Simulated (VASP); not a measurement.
The system is PtS2.

```
CELL_PARAMETERS angstrom
3.54320 0.00000 0.00000
-1.77160 3.06850 0.00000
0.00000 0.00000 5.03880
ATOMIC_POSITIONS crystal
Pt 0.00000 0.00000 0.00000
S 0.66667 0.33333 0.77300
S 0.33333 0.66667 0.22700
```

```yaml
Program: VASP 6.6.1
Task: relaxation of cell and atoms
Functional: vdW-DF2
Potentials_or_basis: VASP PAW PBE potentials, release 64 (Pt, S)
Cutoff: 600 eV
k_mesh: 9 × 9 × 5
Occupations: fermi-dirac, width 0.05 eV
Spin: no spin polarisation
```

At the start: pressure 22.6 GPa; volume 18.26 Å³/atom.

Task: Where does the relaxation end?

Result: Over 13 steps the energy falls by 202.8 meV/atom and the volume is 21.26 Å³/atom (+16.4 %); space group P-3m1 (No. 164, to 0.05 Å).

The path:
```csv
step,energy change (eV),largest force (eV/Å),pressure (GPa),volume (Å³)
1,0.0000,2.4395,22.58,54.78
2,0.4089,1.5799,-14.02,77.81
3,-0.5911,0.0223,-1.23,63.17
4,-0.5936,0.1138,-0.39,62.70
5,-0.5938,0.1469,-0.09,62.53
6,-0.6017,0.0532,-0.01,62.49
7,-0.6053,0.0680,0.10,62.43
8,-0.6053,0.0634,0.09,62.43
9,-0.6059,0.0551,0.10,62.55
10,-0.6072,0.0293,0.13,62.91
11,-0.6082,0.0229,0.22,63.62
12,-0.6067,0.0850,-0.87,64.47
13,-0.6083,0.0020,0.01,63.78
```

Final structure:
```
CELL_PARAMETERS angstrom
3.67327 0.00000 0.00000
-1.83663 3.18114 0.00000
0.00000 0.00000 5.45813
ATOMIC_POSITIONS crystal
Pt 0.00000 0.00000 0.00000
S 0.66667 0.33333 0.76607
S 0.33333 0.66667 0.23393
```

Caveat: the volume moved by over 15 % at a fixed basis, so the end points are rough; the PAW data sets were made with another functional, which shifts forces and pressure a little; the volume moved by +16 % from the deposited cell, more than functionals usually miss.
